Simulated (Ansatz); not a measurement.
Y:

```xyz
4
Lattice="3.6425 0.0000 0.0000 -1.8213 3.1545 0.0000 0.0000 0.0000 11.8441" Properties=species:S:1:pos:R:3 pbc="T T T"
Y     1.8213    1.0515    8.8831
Y     0.0000    0.0000    5.9221
Y     0.0000    2.1030    2.9610
Y     0.0000    0.0000    0.0000
```

Base run:

- Program: Ansatz 0.2.0
- Functional: PBE
- Potentials or basis: all-electron LAPW, scalar-relativistic
- Cutoff: 118 eV
- Density cutoff: 470 eV
- Basis error allowed: 0.002 eV/atom
- k mesh: 8 × 8 × 3
- Occupations: fermi-dirac, width 0.05 eV
- Spin: no spin polarisation

Its results: pressure -1.7 GPa.

Question: The run is repeated on the same cell with these changes: functional from PBE to LDA. What comes out?

Answer: Pressure -5.2 GPa.

LDA binds more tightly than PBE, so the same cell stands under less pressure.

Not every run made on this cell is shown here.
